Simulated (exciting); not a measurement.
# Ir (P6_3/mmc) in exciting: reference runs

How does Ir come out in PBEsol? The cell is run as given.

Program: exciting (release sodium). These are calculated values, not measurements. Logs are shortened: lines on timing, memory, paths and dates and some standing lists are left out, and cuts for length are marked.

## 1. The crystal as given

Symmetry: P6_3/mmc, No. 194, hexagonal system. Conventional cell: a = 2.751 Å, b = 2.751 Å, c = 4.462 Å, α = 90.00°, β = 90.00°, γ = 120.00°. Around Ir (site symmetry -6m2) lie 12 Ir at 2.74 to 2.75 Å.

This isn't the form of Ir at room conditions, which is fcc.

## 2. Single point, PBEsol

input.xml reads:

```xml
<input>
  <title>Ir</title>
  <structure speciespath="./" tshift="false">
    <crystal scale="1">
      <basevect>5.199350686143 0.000000000000 0.000000000000</basevect>
      <basevect>-2.599675343072 4.502769777319 0.000000000000</basevect>
      <basevect>0.000000000000 0.000000000000 8.432505988656</basevect>
    </crystal>
    <species speciesfile="Ir.xml" rmt="2.3">
      <atom coord="0.333333333300 0.666666666700 0.250000000000"/>
      <atom coord="0.666666666700 0.333333333300 0.750000000000"/>
    </species>
  </structure>
  <groundstate do="fromscratch" ngridk="11 11 6" rgkmax="9" gmaxvr="14" lmaxapw="10" lmaxmat="10" lmaxvr="8" xctype="GGA_PBE_SOL" stype="Fermi Dirac" swidth="0.00183747" nempty="18" ValenceRelativity="iora*" epsengy="1e-05" epspot="1e-05" maxscl="60" tforce="true" outputlevel="normal"/>
  <properties>
    <chargedensityplot>
      <plot3d>
        <box grid="14 14 23">
          <origin coord="0 0 0"/>
          <point coord="1 0 0"/>
          <point coord="0 1 0"/>
          <point coord="0 0 1"/>
        </box>
      </plot3d>
    </chargedensityplot>
    <elfplot>
      <plot3d>
        <box grid="14 14 23">
          <origin coord="0 0 0"/>
          <point coord="1 0 0"/>
          <point coord="0 1 0"/>
          <point coord="0 0 1"/>
        </box>
      </plot3d>
    </elfplot>
    <exccplot>
      <plot3d>
        <box grid="14 14 23">
          <origin coord="0 0 0"/>
          <point coord="1 0 0"/>
          <point coord="0 1 0"/>
          <point coord="0 0 1"/>
        </box>
      </plot3d>
    </exccplot>
  </properties>
</input>
```

Potentials or basis: all-electron LAPW+lo, shipped species files, valence relativity iora*.

Command:

```console
> OMP_NUM_THREADS=1 exciting_smp
```

INFO.OUT:

```text
================================================================================
EXCITING SODIUM started
[... 10 lines left out ...]

 Lattice vectors (cartesian) :
      5.1993506861      0.0000000000      0.0000000000
     -2.5996753431      4.5027697773      0.0000000000
      0.0000000000      0.0000000000      8.4325059887

 Reciprocal lattice vectors (cartesian) :
      1.2084557643      0.6977022608     -0.0000000000
      0.0000000000      1.3954045216      0.0000000000
      0.0000000000     -0.0000000000      0.7451148349

 Unit cell volume                           :     197.4174379775
 Brillouin zone volume                      :       1.2564756993

 Species :    1 (Ir)
     parameters loaded from                 :    Ir.xml
     name                                   :    iridium
     nuclear charge                         :     -77.00000000
     electronic charge                      :      77.00000000
     atomic mass                            :  350390.15590000
     muffin-tin radius                      :       2.30000000
     # of radial points in muffin-tin       :     450

     atomic positions (lattice) :
       1 :   0.33333333  0.66666667  0.25000000
       2 :   0.66666667  0.33333333  0.75000000

 Total number of atoms per unit cell        :       2

 Spin treatment                             :    spin-unpolarised

 Number of Bravais lattice symmetries       :      24
 Number of crystal symmetries               :      12

 k-point grid                               :      11   11    6
 Total number of k-points                   :      84
 k-point set is reduced with crystal symmetries

 R^MT_min * |G+k|_max (rgkmax)              :       9.00000000
 Species with R^MT_min                      :       1 (Ir)
 Maximum |G+k| for APW functions            :       3.91304348
 Maximum |G| for potential and density      :      14.00000000

 G-vector grid sizes                        :      24    24    40
 Total number of G-vectors                  :    9127

 Maximum angular momentum used for
     APW functions                          :      10
     computing H and O matrix elements      :      10
     potential and density                  :       8
     inner part of muffin-tin               :       2

 Total nuclear charge                       :    -154.00000000
 Total electronic charge                    :     154.00000000
 Total core charge                          :      96.00000000
 Total valence charge                       :      58.00000000

 Number of empty states                     :      18
 Total number of valence states             :      48

 Maximum Hamiltonian size                   :     266
 Maximum number of plane-waves              :     214
 Total number of local-orbitals             :      52

 Exchange-correlation type                  :      22
     PBEsol, Phys. Rev. Lett. 100, 136406 (2008)
     Generalised gradient approximation (GGA)

[... 20 lines left out ...]
+ SCF iteration number :    1                                                  +
++++++++++++++++++++++++++++++++++++++++++++++++++++++++++++++++++++++++++++++++
 Total energy                               :    -35678.35732623
 _______________________________________________________________
 Fermi energy                               :         0.58986499
 Kinetic energy                             :     40710.96394628
 Coulomb energy                             :    -75701.56064976
 Exchange energy                            :      -677.16326075
 Correlation energy                         :       -10.59736200

 DOS at Fermi energy (states/Ha/cell)       :        79.53441195

 Electron charges :
     core                                   :        96.00000000
     core leakage                           :         0.00625636
     valence                                :        58.00000000
     interstitial                           :         4.92066076
     charge in muffin-tin spheres :
                  atom     1    Ir          :        74.53966962
                  atom     2    Ir          :        74.53966962
     total charge in muffin-tins            :       149.07933924
     total charge                           :       154.00000000

++++++++++++++++++++++++++++++++++++++++++++++++++++++++++++++++++++++++++++++++
+ SCF iteration number :    2                                                  +
++++++++++++++++++++++++++++++++++++++++++++++++++++++++++++++++++++++++++++++++
 Total energy                               :    -35695.18510961
 _______________________________________________________________
 Fermi energy                               :         0.57388898
 Kinetic energy                             :     40701.02580147
 Coulomb energy                             :    -75708.16353961
 Exchange energy                            :      -677.44867417
 Correlation energy                         :       -10.59869730

 DOS at Fermi energy (states/Ha/cell)       :        83.35983166

 Electron charges :
     core                                   :        96.00000000
     core leakage                           :         0.00608032
     valence                                :        58.00000000
     interstitial                           :         4.80491129
     charge in muffin-tin spheres :
                  atom     1    Ir          :        74.59754436
                  atom     2    Ir          :        74.59754436
     total charge in muffin-tins            :       149.19508871
     total charge                           :       154.00000000
[... 412 lines left out ...]
++++++++++++++++++++++++++++++++++++++++++++++++++++++++++++++++++++++++++++++++
+ SCF iteration number :   17                                                  +
++++++++++++++++++++++++++++++++++++++++++++++++++++++++++++++++++++++++++++++++
 Total energy                               :    -35706.19113214
 _______________________________________________________________
 Fermi energy                               :         0.54936339
 Kinetic energy                             :     40692.55770128
 Coulomb energy                             :    -75710.55343932
 Exchange energy                            :      -677.59612516
 Correlation energy                         :       -10.59926894

 DOS at Fermi energy (states/Ha/cell)       :        87.24480405

 Electron charges :
     core                                   :        96.00000000
     core leakage                           :         0.00594169
     valence                                :        58.00000000
     interstitial                           :         4.71016344
     charge in muffin-tin spheres :
                  atom     1    Ir          :        74.64491828
                  atom     2    Ir          :        74.64491828
     total charge in muffin-tins            :       149.28983656
     total charge                           :       154.00000000

 RMS change in effective potential (target) :  0.549931E-08  ( 0.100000E-04)
 Absolute change in total energy   (target) :  0.329914E-06  ( 0.100000E-04)
 Charge distance                   (target) :  0.910854E-10  ( 0.100000E-04)
 Abs. change in max-nonIBS-force   (target) :  0.162059E-08  ( 0.500000E-04)

++++++++++++++++++++++++++++++++++++++++++++++++++++++++++++++++++++++++++++++++
| Convergency criteria checked for the last 2 iterations                       +
| Convergence targets achieved. Performing final SCF iteration                 +
++++++++++++++++++++++++++++++++++++++++++++++++++++++++++++++++++++++++++++++++
 Total energy                               :    -35706.19113371
 _______________________________________________________________
 Fermi energy                               :         0.54936339
 Kinetic energy                             :     40692.55770044
 Coulomb energy                             :    -75710.55344001
 Exchange energy                            :      -677.59612520
 Correlation energy                         :       -10.59926894

 DOS at Fermi energy (states/Ha/cell)       :        87.24480569

 Electron charges :
     core                                   :        96.00000000
     core leakage                           :         0.00594169
     valence                                :        58.00000000
     interstitial                           :         4.71016341
     charge in muffin-tin spheres :
                  atom     1    Ir          :        74.64491829
                  atom     2    Ir          :        74.64491829
     total charge in muffin-tins            :       149.28983659
     total charge                           :       154.00000000

++++++++++++++++++++++++++++++++++++++++++++++++++++++++++++++++++++++++++++++++
+ Self-consistent loop stopped                                                 +
++++++++++++++++++++++++++++++++++++++++++++++++++++++++++++++++++++++++++++++++
 STATE.OUT is written

--------------------------------------------------------------------------------
- Writing atomic positions and forces                                          -
--------------------------------------------------------------------------------

 Atomic positions (lattice) :
 atom     1  Ir  :     0.33333333    0.66666667    0.25000000
 atom     2  Ir  :     0.66666667    0.33333333    0.75000000

 Total atomic forces including IBS (cartesian) :
 atom     1  Ir  :     0.00000000    0.00000000    0.00001106
 atom     2  Ir  :     0.00000000   -0.00000000   -0.00001106

 Atomic force components including IBS (cartesian) :
 atom     1  Ir  :     0.00000000   -0.00000000    0.00001233   HF force
                 :    -0.00000000    0.00000000    0.00000123   core correction
                 :     0.00000000    0.00000000   -0.00000250   IBS correction
 atom     2  Ir  :    -0.00000000    0.00000000   -0.00001233   HF force
                 :     0.00000000    0.00000000   -0.00000123   core correction
                 :    -0.00000000    0.00000000    0.00000250   IBS correction

********************************************************************************
[... 7 lines left out ...]
| EXCITING SODIUM stopped                                                      =
================================================================================
```

Run time: 1.9 min. Hardware: 1 thread of Intel Xeon 6975P-C (Granite Rapids), shared host; peak memory 0.14 GiB.

Results:

| Item | Value |
| --- | --- |
| Free energy | -971614.9836 eV |
| Band gap on the k mesh | none (metal or under the smearing width) |
| All electrons inside the program's atomic spheres | Ir 74.64 (radii Ir 2.3 bohr) |

Levels at points of the mesh, in eV from the Fermi level:
```csv
k point,band 26,band 27,band 28,band 29,band 30,band 31,band 32,band 33
"(0.00, 0.00, 0.00)",-3.03,-3.03,-2.27,-2.27,-0.77,0.28,0.28,6.80
"(0.00, 0.00, 0.50)",-3.78,-3.78,-3.78,-0.44,-0.44,-0.44,-0.44,13.17
```

Caveat: the log's total energy holds no entropy term; the free energy is that total less TS from the occupations.
